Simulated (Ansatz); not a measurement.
## Bands of Ca

```yaml
crystal:
  lattice:
    - [0.00000, 2.79420, 2.79420]
    - [2.79420, 0.00000, 2.79420]
    - [2.79420, 2.79420, 0.00000]
  atoms:
    - { symbol: Ca, position: [0.00000, 0.00000, 0.00000] }
```

The cell is a measured one (Crystallography Open Database entry 9011033); the temperature and pressure of the measurement aren't taken into account, and nothing was relaxed.

Computed with DFT, PBE, all-electron LAPW, scalar-relativistic in Ansatz 0.2.0.

The runs use a Γ-centred 11×11×11 k mesh, Fermi–Dirac smearing of 0.05 eV, basis error target 1 meV/atom, no spin polarisation.

Points in fractions of the reciprocal vectors of this cell: Γ (0, 0, 0), X (0.5, 0, 0.5), U (0.625, 0.25, 0.625), K (0.375, 0.375, 0.75), L (0.5, 0.5, 0.5), W (0.5, 0.25, 0.75). The path joins them by straight lines in the order Γ–X–U–K–Γ–L–W–X; legs that retrace an earlier one aren't tabulated. Energies are in eV from the Fermi level.

List the levels at W between -8 and 2 eV.

0.22, 0.68 (×2).

List the levels at L between -8 and 2 eV.

-0.97, -0.18.

List the levels at X between -8 and 2 eV.

-0.42, 0.60, 0.91.

What is the band gap?

None at this level of theory (metallic, semimetallic, or a small gap that the functional closes).
